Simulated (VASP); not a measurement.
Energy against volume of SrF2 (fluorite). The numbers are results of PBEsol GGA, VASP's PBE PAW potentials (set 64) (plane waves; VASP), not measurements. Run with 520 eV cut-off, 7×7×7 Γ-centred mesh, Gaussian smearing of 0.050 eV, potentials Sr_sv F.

```csv
V (Å³/atom),E (eV/atom)
15.497,-5.86098
15.976,-5.86551
16.455,-5.86341
16.934,-5.85563
```

Question: Fit these four points and predict the energy of the run at 15.017 Å³/atom.

Answer: A cubic in V^(−2/3), the third-order Birch-Murnaghan form, passes through the four points with V0 = 16.05 Å³/atom and B0 = 72 GPa, and gives -5.8487 eV/atom there. The run gave -5.8485 eV/atom, +0.2 meV/atom from the fit; all five points give B0 = 73 GPa.

The compound is SrF2 in the fluorite structure. It was relaxed first.
